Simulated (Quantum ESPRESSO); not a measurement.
Crystal: CuO (Tenorite).

```
CELL_PARAMETERS angstrom
2.34185 -1.71130 0.00000
2.34185 1.71130 0.00000
-0.85003 0.00000 5.05787
ATOMIC_POSITIONS crystal
Cu 0.50000 0.00000 0.50000
Cu 0.00000 0.50000 0.00000
O 0.41840 0.58160 0.75000
O 0.58160 0.41840 0.25000
```

Base run:

```yaml
Program: Quantum ESPRESSO 7.5
Functional: PBEsol
Potentials_or_basis: GBRV 1.5 PBEsol
Cutoff: 762 eV
Density_cutoff: 6095 eV
k_mesh: 10 × 10 × 5
Occupations: fermi-dirac, width 0.05 eV
Spin: no spin polarisation
```

Its results: band gap on the k mesh none (metal or under the smearing width); pressure -2.2 GPa; largest force 0.338 eV/Å.

Problem. The run is repeated on the same cell with these changes: functional from PBEsol to LDA; potentials or basis from GBRV 1.5 PBEsol to GBRV 1.5 LDA. What comes out?

Solution. Band gap on the k mesh none (metal or under the smearing width); pressure -8.8 GPa; largest force 0.440 eV/Å.

Caveats: the run has no spin polarisation, though such a crystal can be magnetic; semilocal functionals often make such compounds metallic where correlation or magnetic order opens a gap, which also shifts bond lengths.
